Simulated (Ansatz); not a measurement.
**Pt(111) with 4 layers of random Pt-Mo, 2x2: scattering by chemical disorder**

Wanted: resistance against the alloy's length, first Pt(111) with 4 layers of random Pt-Mo, 2x2.

Calculated with Ansatz 0.2.0; Ansatz plane-wave DFT, PBE, PAW files; ballistic transport by layer matching (Landauer), zero bias; PAW set soft_1.

## Step 1: Starting point

The cell holds 40 atoms: 36 Pt and 4 Mo. Its edges and angles: a = 5.546 Å, b = 5.546 Å, c = 22.699 Å, α = 93.5°, β = 86.5°, γ = 120.0°. It derives from Pt. Regions: lead, 24 atoms (24 Pt); scattering region, 16 atoms (4 Mo and 12 Pt). The structure is stacked along c, and the current runs across the ab planes.

## Step 2: With 4 alloy layers

In 4 layers a share of 0.25 of the sites is given to Mo at random. The layers about the cell's end stay perfect and serve as the lead. Disorder leaves little or no symmetry, which makes such runs dear. Energies from -0.05 to 0.05 eV in steps of 0.05 eV are too few for the program's thermal sum, so it prints no conductance; for a metal the transmission near the Fermi level serves, at a fraction of the cost.

Input file input.yaml:

```yaml
crystal:
  lattice:
    - [5.5462627489, 0.0, 0.0]
    - [-2.7731313745, 4.8032044366, 0.0]
    - [1.3865656872, -0.8005340728, 22.6425228571]
  atoms:
    - { symbol: Pt, position: [0.9916666667, 0.0083333333, 0.05] }
    - { symbol: Pt, position: [0.9916666667, 0.5083333333, 0.05] }
    - { symbol: Pt, position: [0.4916666667, 0.0083333333, 0.05] }
    - { symbol: Pt, position: [0.4916666667, 0.5083333333, 0.05] }
    - { symbol: Pt, position: [0.1416666667, 0.3583333333, 0.15] }
    - { symbol: Pt, position: [0.1416666667, 0.8583333333, 0.15] }
    - { symbol: Pt, position: [0.6416666667, 0.3583333333, 0.15] }
    - { symbol: Pt, position: [0.6416666667, 0.8583333333, 0.15] }
    - { symbol: Pt, position: [0.2916666667, 0.2083333333, 0.25] }
    - { symbol: Pt, position: [0.2916666667, 0.7083333333, 0.25] }
    - { symbol: Pt, position: [0.7916666667, 0.2083333333, 0.25] }
    - { symbol: Pt, position: [0.7916666667, 0.7083333333, 0.25] }
    - { symbol: Mo, position: [0.9416666667, 0.0583333333, 0.35] }
    - { symbol: Pt, position: [0.9416666667, 0.5583333333, 0.35] }
    - { symbol: Pt, position: [0.4416666667, 0.0583333333, 0.35] }
    - { symbol: Pt, position: [0.4416666667, 0.5583333333, 0.35] }
    - { symbol: Pt, position: [0.0916666667, 0.4083333333, 0.45] }
    - { symbol: Pt, position: [0.0916666667, 0.9083333333, 0.45] }
    - { symbol: Mo, position: [0.5916666667, 0.4083333333, 0.45] }
    - { symbol: Pt, position: [0.5916666667, 0.9083333333, 0.45] }
    - { symbol: Pt, position: [0.2416666667, 0.2583333333, 0.55] }
    - { symbol: Pt, position: [0.2416666667, 0.7583333333, 0.55] }
    - { symbol: Pt, position: [0.7416666667, 0.2583333333, 0.55] }
    - { symbol: Pt, position: [0.7416666667, 0.7583333333, 0.55] }
    - { symbol: Mo, position: [0.8916666667, 0.1083333333, 0.65] }
    - { symbol: Pt, position: [0.8916666667, 0.6083333333, 0.65] }
    - { symbol: Pt, position: [0.3916666667, 0.1083333333, 0.65] }
    - { symbol: Mo, position: [0.3916666667, 0.6083333333, 0.65] }
    - { symbol: Pt, position: [0.0416666667, 0.4583333333, 0.75] }
    - { symbol: Pt, position: [0.0416666667, 0.9583333333, 0.75] }
    - { symbol: Pt, position: [0.5416666667, 0.4583333333, 0.75] }
    - { symbol: Pt, position: [0.5416666667, 0.9583333333, 0.75] }
    - { symbol: Pt, position: [0.1916666667, 0.3083333333, 0.85] }
    - { symbol: Pt, position: [0.1916666667, 0.8083333333, 0.85] }
    - { symbol: Pt, position: [0.6916666667, 0.3083333333, 0.85] }
    - { symbol: Pt, position: [0.6916666667, 0.8083333333, 0.85] }
    - { symbol: Pt, position: [0.8416666667, 0.1583333333, 0.95] }
    - { symbol: Pt, position: [0.8416666667, 0.6583333333, 0.95] }
    - { symbol: Pt, position: [0.3416666667, 0.1583333333, 0.95] }
    - { symbol: Pt, position: [0.3416666667, 0.6583333333, 0.95] }
kpoints:
  mp_grid: { grid: [5, 5, 1] }
hamiltonian:
  xc: pbe
  pseudopotentials: { kind: paw, azcp: { folder: soft_1 } }
scf:
  occupations: { method: fermi_dirac, width: 0.1 }
output:
  transmission:
    leads: [[0, 4]]
    kmesh: [10, 10]
    e_range: [-0.05, 0.05]
    de: 0.05
  write_potential: true
  write_density: true
  volumetric_format: npy
```

The run is started by

```console
$ ansatz run input.yaml --threads 4 --pin off --max-ram 15360MiB --backend cpu --events-out ev --progress --plain --runs-dir out
```

Numbers of over 12 decimals in the logs are rounded to 6 here.

The log of the run:

```text
Engine: ansatz 0.2.0, aarch64-unknown-linux-gnu
Pseudopotentials: kind: paw
Pseudopotential: Pt, paw, valence charge 18, recommended cutoff 420 eV (normal), soft_1/Pt.paw.azcp
Pseudopotential: Mo, paw, valence charge 14, recommended cutoff 420 eV (normal), soft_1/Mo.paw.azcp
Functional definition: PBE
  parameter kappa = 0.804
  parameter beta = 0.066725
  exchange = pbe_x(kappa = kappa, mu = beta*pi^2/3)
  correlation = pbe_c(beta = beta)
Crystal: 40 atoms, lattice volume = 603.193 Å³
Basis set: ecut = 420 eV, 11827 PW (Γ)
Bands: 423, of which v1, the nominal top of the filled ones, is band 352 counted from 1 (351 counted from 0)
Symmetry: 2 space group operations
Space group: Cm (ITA 8), of the structure as read, at distance tolerance 8.4e-5 Å
k-points: 9 of 25 (time reversal used)
Non-local potential: Pt, projectors of the file, l = 0: 3, l = 1: 2, l = 2: 2, l = 3: 1
Non-local potential: Mo, projectors of the file, l = 0: 3, l = 1: 2, l = 2: 2, l = 3: 1
PAW form: soft (Blöchl's): semilocal exchange-correlation on the pseudo side does not see the compensation charge
PAW one-centre angular grid: Pt, 590 points (default); XC on 64 Gauss nodes
PAW one-centre angular grid: Mo, 590 points (default); XC on 64 Gauss nodes
Initial density: superposition of atomic densities (chi_scale 0.1, normalization cell, long waves 17 % of neutral atoms (reshape's long-wave potential 1.17 eV rms, cloud 2.90 Å wide))
Initial wavefunctions: pseudopotential atomic-orbital guess
Functional: x = pbe(κ = 0.804, μ = 0.219515), c = pbe(β = 0.066725)
SCF iter   1: F=—  HF=-470763.083628 eV  |F-HF|=—  |Δ(HF+E_count)|=         —  Δρ=1.68e-1  dr2=4.75e3  ethr=3.10e-3  ⟨swp⟩=4.9  Hψ=11735  notcnv=0  defer=191
preconditioner: auto → Kerker (q_TF=auto, 2.799 Å⁻¹)  [metal: Δε(μ)=0.016 eV  Ē_g=7.872 eV  σ=0.100 eV  W_gap=0.04  n_scr=240 (ndim 8)  ℏωp=29.6 eV  f_vac=0.000  D(μ)=38.35/eV (n_scr^D=366)]
SCF iter   2: F=—  HF=-470731.323840 eV  |F-HF|=—  |Δ(HF+E_count)|=    3.18e1  Δρ=8.58e-2  dr2=1.70e3  ethr=3.10e-3  ⟨swp⟩=2.0  Hψ=6127  notcnv=0  defer=270
SCF iter   3: F=—  HF=-470718.520123 eV  |F-HF|=—  |Δ(HF+E_count)|=    1.28e1  Δρ=3.09e-2  dr2=1.27e1  ethr=3.10e-3  ⟨swp⟩=2.9  Hψ=7581  notcnv=0  defer=270
SCF iter   4: F=—  HF=-470717.638352 eV  |F-HF|=—  |Δ(HF+E_count)|=   8.82e-1  Δρ=1.84e-2  dr2=7.14e1  ethr=1.81e-3  ⟨swp⟩=2.0  Hψ=4751  notcnv=0  defer=286  recentre
SCF iter   5: F=—  HF=-470717.286609 eV  |F-HF|=—  |Δ(HF+E_count)|=   3.52e-1  Δρ=4.94e-3  dr2=1.37e0  ethr=1.81e-3  ⟨swp⟩=1.0  Hψ=3521  notcnv=0  defer=286
SCF iter   6: F=—  HF=-470717.214414 eV  |F-HF|=—  |Δ(HF+E_count)|=   7.22e-2  Δρ=9.91e-4  dr2=1.42e-1  ethr=1.95e-4  ⟨swp⟩=1.0  Hψ=3521  notcnv=0  defer=286
SCF iter   7: F=—  HF=-470717.209957 eV  |F-HF|=—  |Δ(HF+E_count)|=   4.46e-3  Δρ=2.41e-4  dr2=3.20e-3  ethr=2.02e-5  ⟨swp⟩=1.0  Hψ=3521  notcnv=0  defer=286
SCF iter   8: F=—  HF=-470717.209979 eV  |F-HF|=—  |Δ(HF+E_count)|=   2.19e-5  Δρ=8.89e-5  dr2=4.64e-4  ethr=4.54e-7  ⟨swp⟩=1.7  Hψ=3654  notcnv=0  defer=286
SCF iter   9: F=—  HF=-470717.210012 eV  |F-HF|=—  |Δ(HF+E_count)|=   3.33e-5  Δρ=2.16e-5  dr2=2.74e-5  ethr=6.60e-8  ⟨swp⟩=1.0  Hψ=3521  notcnv=0  defer=286
SCF iter  10: F=—  HF=-470717.208821 eV  |F-HF|=—  |Δ(HF+E_count)|=   1.19e-3  Δρ=5.15e-6  dr2=1.04e-6  ethr=3.90e-9  ⟨swp⟩=1.0  Hψ=3807  notcnv=0  defer=286
SCF iter  11: F=-470717.208821 eV  HF=-470717.208821 eV  |F-HF|=4.99e-8  |Δ(HF+E_count)|=   3.25e-8  Δρ=1.34e-6  dr2=5.46e-8  ethr=1.42e-11  ⟨swp⟩=8.7  Hψ=11019  notcnv=0
SCF 1 converged in 11 iterations: F = -470717.208821 eV  dr2 = 5.46e-8
  greatest PAW one-centre occupation: 1.000 electrons in one spin orbital (limit 2), on the Pt atom at site 26 (counted from 0), in its partial waves of l = 0
transmission: 124 of 1240 steps passed
transmission: 248 of 1240 steps passed
[...]
transmission: 1240 of 1240 steps passed
SCF converged after 11 iterations
Free energy (F): -470717.208821 eV
Harris-Foulkes:  -470717.208821 eV  (|F-HF|=4.99e-8)
Internal energy: -470715.427876 eV  (E = F + TS)
E sigma→0 (E₀):  -470716.318349 eV
Entropy (-TS):   -1.780945 eV (-44.524 meV/atom)
Fermi energy:    23.402305 eV
--- Per-component energies (eV) ---
  E_band       = -4830.415507
  E_kinetic    = 23192.074445
  E_local      = -55696.246196  (includes V_loc(G=0)·N_el)
  E_nonlocal   = 7927.450391
  E_hartree    = 21242.661783
  E_xc         = -9082.248090
  E_vxc        = -10667.499506  (∫ρ·V_xc dr)
  E_paw        = -354266.677233  (= ΣΔE_a)
  E_vpaw       = -12071.545790  (= ΣTr[D̂ρ^β])
  E_aug_tail   = 0.040321  (compensation charges beyond the density's cutoff)
  E_ewald      = -104032.483296
  E_smearing   = -1.780945  (= −TS)
  E_closure    = -0.000000  (closes the sum)
  Σ components = -470717.208821   (vs F -470717.208821, Δ=0.00e0)
--- Band table (eV; the first three rows and the last of 9) ---
  k-point 0: bands = [... 348 lower, 23.5690, 23.5782, 23.6072, 23.6531, 23.6608, 23.6610, 23.7054, 23.7265, ... 67 higher]
  k-point 1: bands = [... 348 lower, 23.3547, 23.4245, 23.4993, 23.5291, 23.5610, 23.5902, 23.6345, 23.6990, ... 67 higher]
  k-point 2: bands = [... 348 lower, 23.2687, 23.3139, 23.3433, 23.3635, 23.4120, 23.4230, 23.4593, 23.4866, ... 67 higher]
  k-point 8: bands = [... 348 lower, 23.2563, 23.2820, 23.3243, 23.3771, 23.3775, 23.3948, 23.4289, 23.4634, ... 67 higher]
--- Transmission ---
  basis      : 241 plane waves across, 40 finite elements along
  points     : 31, standing for a mesh of 10 x 10
  energies   : 3 from -0.050000 to 0.050000 eV about the Fermi level, 0.050000 eV apart; the leads are filled to 0.000000 eV, and channels, transmission and decay are at 0.000000 eV
  crystal 0  : Pt4, at the sites [0, 4], period 2.2643 Å, over 13.59 Å; its Hamiltonian steps by up to 39.3 meV: too much for a lead, lay more layers or, if its atoms are ordered, name the step of that order
    offset         : up to 0.0000 Å between an atom of the period and one for which it stands
    channels       : 6.800000e0 a spin
    conductance    : none, the energies end too early or step too widely for 300 K: set another output.transmission.e_range or a lower de, or, where they end at an eighth of basis.ecutwfc, a higher one
  junction   : crystal 0 to crystal 0, 0.70 to 21.08 Å
    transmission   : 1.911115e0 a spin
    conductance    : none, the energies end too early or step too widely for 300 K: set another output.transmission.e_range or a lower de, or, where they end at an eighth of basis.ecutwfc, a higher one
```

Elapsed: 5.6 min, on 4 threads of Arm Neoverse V1, shared host; peak memory 5.1 GiB; 22 min of CPU time.

In the SCF lines HF is the Harris–Foulkes energy and dr2 the Hartree energy of the density residual, in eV; the loop may stop once dr2 is under the threshold and the program's other checks hold. Hψ counts applications of the Hamiltonian.

Numbers from this step:

```
free energy                                    : -470717.2088 eV
energy at zero smearing                        : -470716.3183 eV
Fermi energy                                   : 23.40 eV
cell area                                      : 26.64 Å²
transmission per spin nearest the Fermi level  : 1.911
open channels per spin nearest the Fermi level : 6.8
step of the lead's potential                   : 39.3 meV
```

Per spin. The transmission, zone mean by energy, zero at the Fermi level:

| energy (eV) | transmission, zone mean |
| --- | --- |
| -0.0500 | 2.03 |
| 0.0000 | 1.91 |
| 0.0500 | 1.78 |

Per spin. Table of open channels, zone mean, lead by energy, zero at the Fermi level:

| energy (eV) | open channels, zone mean, lead |
| --- | --- |
| -0.0500 | 7.34 |
| 0.0000 | 6.8 |
| 0.0500 | 6.45 |

Transmission over k1 and k2. At 0.0000 eV from the Fermi level.

Values, 10 rows by 10 columns:
```
2.42 2.59 1.81 1.58 1.69 2.33 2.24 1.58 1.04 1.10
1.28 1.81 2.05 2.09 2.11 1.88 1.99 1.24 0.54 1.04
1.94 1.58 2.09 2.68 2.01 2.68 2.11 1.48 1.24 1.58
1.99 1.69 2.11 2.01 2.55 2.35 1.81 2.11 1.99 2.24
2.16 2.33 1.88 2.68 2.35 2.05 2.35 2.68 1.88 2.33
1.99 2.24 1.99 2.11 1.81 2.35 2.55 2.01 2.11 1.69
1.94 1.58 1.24 1.48 2.11 2.68 2.01 2.68 2.09 1.58
1.28 1.04 0.54 1.24 1.99 1.88 2.11 2.09 2.05 1.81
2.42 1.10 1.04 1.58 2.24 2.33 1.69 1.58 1.81 2.59
1.72 2.42 1.28 1.94 1.99 2.16 1.99 1.94 1.28 2.42
```
Columns: k1 (b1) from -0.5 to 0.4; rows upwards: k2 (b2) from -0.5 to 0.4.

Open channels over k1 and k2. At 0.0000 eV from the Fermi level.

Values, 10 rows by 10 columns:
```
10.0  8.0  7.0  6.0  7.0  8.0 10.0  4.0  3.0  4.0
 6.0  7.0  8.0  6.0  6.0  8.0  7.0  6.0  3.0  3.0
 6.0  6.0  6.0  9.0  4.0  9.0  6.0  6.0  6.0  4.0
10.0  7.0  6.0  4.0  9.0  9.0  4.0  6.0  7.0 10.0
 6.0  8.0  8.0  9.0  9.0  8.0  9.0  9.0  8.0  8.0
10.0 10.0  7.0  6.0  4.0  9.0  9.0  4.0  6.0  7.0
 6.0  4.0  6.0  6.0  6.0  9.0  4.0  9.0  6.0  6.0
 6.0  3.0  3.0  6.0  7.0  8.0  6.0  6.0  8.0  7.0
10.0  4.0  3.0  4.0 10.0  8.0  7.0  6.0  7.0  8.0
 6.0 10.0  6.0  6.0 10.0  6.0 10.0  6.0  6.0 10.0
```
Columns: k1 (b1) from -0.5 to 0.4; rows upwards: k2 (b2) from -0.5 to 0.4.

Over the solved energies the transmission per spin lies between 1.78 and 2.03, out of 6.86 channels of the lead on average (up to 7.34). The log calls the step of a lead's potential too much.

## Step 3: With 8 alloy layers

In 8 layers a share of 0.25 of the sites is given to Mo at random. A fresh draw is used; the growth of the resistance with length is what counts.

System of this step: Pt(111) with 8 layers of random Pt-Mo, 2x2. The cell holds 56 atoms: 48 Pt and 8 Mo. Cell: a = 5.546 Å, b = 5.546 Å, c = 31.740 Å, α = 87.5°, β = 92.5°, γ = 120.0°. It derives from Pt. Regions: lead, 24 atoms (24 Pt); scattering region, 32 atoms (24 Pt and 8 Mo). The structure is stacked along c, and the current runs across the ab planes.

Input file input.yaml:

```yaml
crystal:
  lattice:
    - [5.5462627489, 0.0, 0.0]
    - [-2.7731313745, 4.8032044366, 0.0]
    - [-1.3865656872, 0.8005340728, 31.6995319999]
  atoms:
    - { symbol: Pt, position: [0.005952381, 0.994047619, 0.0357142857] }
    - { symbol: Pt, position: [0.005952381, 0.494047619, 0.0357142857] }
    - { symbol: Pt, position: [0.505952381, 0.994047619, 0.0357142857] }
    - { symbol: Pt, position: [0.505952381, 0.494047619, 0.0357142857] }
    - { symbol: Pt, position: [0.1845238095, 0.3154761905, 0.1071428571] }
    - { symbol: Pt, position: [0.1845238095, 0.8154761905, 0.1071428571] }
    - { symbol: Pt, position: [0.6845238095, 0.3154761905, 0.1071428571] }
    - { symbol: Pt, position: [0.6845238095, 0.8154761905, 0.1071428571] }
    - { symbol: Pt, position: [0.3630952381, 0.1369047619, 0.1785714286] }
    - { symbol: Pt, position: [0.3630952381, 0.6369047619, 0.1785714286] }
    - { symbol: Pt, position: [0.8630952381, 0.1369047619, 0.1785714286] }
    - { symbol: Pt, position: [0.8630952381, 0.6369047619, 0.1785714286] }
    - { symbol: Pt, position: [0.0416666667, 0.9583333333, 0.25] }
    - { symbol: Pt, position: [0.0416666667, 0.4583333333, 0.25] }
    - { symbol: Pt, position: [0.5416666667, 0.9583333333, 0.25] }
    - { symbol: Pt, position: [0.5416666667, 0.4583333333, 0.25] }
    - { symbol: Pt, position: [0.2202380952, 0.2797619048, 0.3214285714] }
    - { symbol: Pt, position: [0.2202380952, 0.7797619048, 0.3214285714] }
    - { symbol: Pt, position: [0.7202380952, 0.2797619048, 0.3214285714] }
    - { symbol: Pt, position: [0.7202380952, 0.7797619048, 0.3214285714] }
    - { symbol: Pt, position: [0.3988095238, 0.1011904762, 0.3928571429] }
    - { symbol: Mo, position: [0.3988095238, 0.6011904762, 0.3928571429] }
    - { symbol: Pt, position: [0.8988095238, 0.1011904762, 0.3928571429] }
    - { symbol: Pt, position: [0.8988095238, 0.6011904762, 0.3928571429] }
    - { symbol: Mo, position: [0.0773809524, 0.9226190476, 0.4642857143] }
    - { symbol: Pt, position: [0.0773809524, 0.4226190476, 0.4642857143] }
    - { symbol: Pt, position: [0.5773809524, 0.9226190476, 0.4642857143] }
    - { symbol: Mo, position: [0.5773809524, 0.4226190476, 0.4642857143] }
    - { symbol: Mo, position: [0.255952381, 0.244047619, 0.5357142857] }
    - { symbol: Pt, position: [0.255952381, 0.744047619, 0.5357142857] }
    - { symbol: Pt, position: [0.755952381, 0.244047619, 0.5357142857] }
    - { symbol: Pt, position: [0.755952381, 0.744047619, 0.5357142857] }
    - { symbol: Pt, position: [0.4345238095, 0.0654761905, 0.6071428571] }
    - { symbol: Pt, position: [0.4345238095, 0.5654761905, 0.6071428571] }
    - { symbol: Pt, position: [0.9345238095, 0.0654761905, 0.6071428571] }
    - { symbol: Pt, position: [0.9345238095, 0.5654761905, 0.6071428571] }
    - { symbol: Pt, position: [0.1130952381, 0.8869047619, 0.6785714286] }
    - { symbol: Mo, position: [0.1130952381, 0.3869047619, 0.6785714286] }
    - { symbol: Pt, position: [0.6130952381, 0.8869047619, 0.6785714286] }
    - { symbol: Pt, position: [0.6130952381, 0.3869047619, 0.6785714286] }
    - { symbol: Mo, position: [0.2916666667, 0.2083333333, 0.75] }
    - { symbol: Pt, position: [0.2916666667, 0.7083333333, 0.75] }
    - { symbol: Mo, position: [0.7916666667, 0.2083333333, 0.75] }
    - { symbol: Mo, position: [0.7916666667, 0.7083333333, 0.75] }
    - { symbol: Pt, position: [0.4702380952, 0.0297619048, 0.8214285714] }
    - { symbol: Pt, position: [0.4702380952, 0.5297619048, 0.8214285714] }
    - { symbol: Pt, position: [0.9702380952, 0.0297619048, 0.8214285714] }
    - { symbol: Pt, position: [0.9702380952, 0.5297619048, 0.8214285714] }
    - { symbol: Pt, position: [0.1488095238, 0.8511904762, 0.8928571429] }
    - { symbol: Pt, position: [0.1488095238, 0.3511904762, 0.8928571429] }
    - { symbol: Pt, position: [0.6488095238, 0.8511904762, 0.8928571429] }
    - { symbol: Pt, position: [0.6488095238, 0.3511904762, 0.8928571429] }
    - { symbol: Pt, position: [0.3273809524, 0.1726190476, 0.9642857143] }
    - { symbol: Pt, position: [0.3273809524, 0.6726190476, 0.9642857143] }
    - { symbol: Pt, position: [0.8273809524, 0.1726190476, 0.9642857143] }
    - { symbol: Pt, position: [0.8273809524, 0.6726190476, 0.9642857143] }
kpoints:
  mp_grid: { grid: [5, 5, 1] }
hamiltonian:
  xc: pbe
  pseudopotentials: { kind: paw, azcp: { folder: soft_1 } }
scf:
  occupations: { method: fermi_dirac, width: 0.1 }
output:
  transmission:
    leads: [[0, 4]]
    kmesh: [10, 10]
    e_range: [-0.05, 0.05]
    de: 0.05
  write_potential: true
  write_density: true
  volumetric_format: npy
```

The log of the run:

```text
[...]
Crystal: 56 atoms, lattice volume = 844.470 Å³
Basis set: ecut = 420 eV, 16521 PW (Γ)
Bands: 586, of which v1, the nominal top of the filled ones, is band 488 counted from 1 (487 counted from 0)
Symmetry: 1 space group operations
[...]
k-points: 13 of 25 (time reversal used)
[...]
SCF iter   1: F=—  HF=-640872.014285 eV  |F-HF|=—  |Δ(HF+E_count)|=         —  Δρ=1.14e-1  dr2=9.82e2  ethr=3.10e-3  ⟨swp⟩=4.8  Hψ=22036  notcnv=0  defer=296
[...]
SCF iter  11: F=-640839.858467 eV  HF=-640839.858467 eV  |F-HF|=1.27e-8  |Δ(HF+E_count)|=   2.21e-9  Δρ=3.54e-7  dr2=1.33e-8  ethr=1.02e-11  ⟨swp⟩=2.0  Hψ=10459  notcnv=0
SCF 1 converged in 11 iterations: F = -640839.858467 eV  dr2 = 1.33e-8
[...]
transmission: 300 of 2964 steps passed
transmission: 594 of 2964 steps passed
[...]
transmission: 2964 of 2964 steps passed
SCF converged after 11 iterations
Free energy (F): -640839.858467 eV
[...]
Internal energy: -640837.412402 eV  (E = F + TS)
E sigma→0 (E₀):  -640838.635434 eV
Entropy (-TS):   -2.446065 eV (-43.680 meV/atom)
Fermi energy:    23.316438 eV
[...]
--- Band table (eV; the first three rows and the last of 13) ---
  k-point 0: bands = [... 484 lower, 23.5258, 23.5406, 23.5420, 23.5797, 23.6118, 23.6186, 23.6244, 23.6850, ... 94 higher]
  k-point 1: bands = [... 484 lower, 23.3088, 23.3484, 23.3758, 23.3941, 23.4300, 23.4745, 23.5050, 23.5172, ... 94 higher]
  k-point 2: bands = [... 484 lower, 23.2194, 23.2541, 23.2811, 23.2955, 23.3182, 23.3726, 23.3804, 23.3956, ... 94 higher]
  k-point 12: bands = [... 484 lower, 23.1993, 23.2102, 23.2503, 23.2922, 23.3062, 23.3429, 23.3662, 23.3821, ... 94 higher]
--- Transmission ---
  basis      : 241 plane waves across, 57 finite elements along
  points     : 52, standing for a mesh of 10 x 10
[...]
channels       : 6.970000e0 a spin
[...]
junction   : crystal 0 to crystal 0, 2.96 to 32.40 Å
    transmission   : 1.601582e0 a spin
[...]
```

Wall time 16 min (4 threads); peak memory 9.4 GiB; 62 min of CPU time.

This step gave:

```
free energy                                    : -640839.8585 eV
energy at zero smearing                        : -640838.6354 eV
Fermi energy                                   : 23.32 eV
transmission per spin nearest the Fermi level  : 1.602
open channels per spin nearest the Fermi level : 6.97
step of the lead's potential                   : 21.4 meV
```

Per spin. Transmission, zone mean against energy, zero at the Fermi level:

| energy (eV) | transmission, zone mean |
| --- | --- |
| -0.0500 | 1.70 |
| 0.0000 | 1.60 |
| 0.0500 | 1.55 |

Over the solved energies the transmission per spin lies between 1.55 and 1.70, out of 6.77 channels of the lead on average (up to 7.04).

(Part 1 of 2 ends here.)

[Logs are printed without paths, hosts, clocks, repeated set-up lines and the standing remarks that a program may print on its own settings, such as how far it seeks lower states.]

[Hosts, paths, dates, database ids (printed as entryN), source tags and the programs' standing remarks are cut or masked in the printed files.]
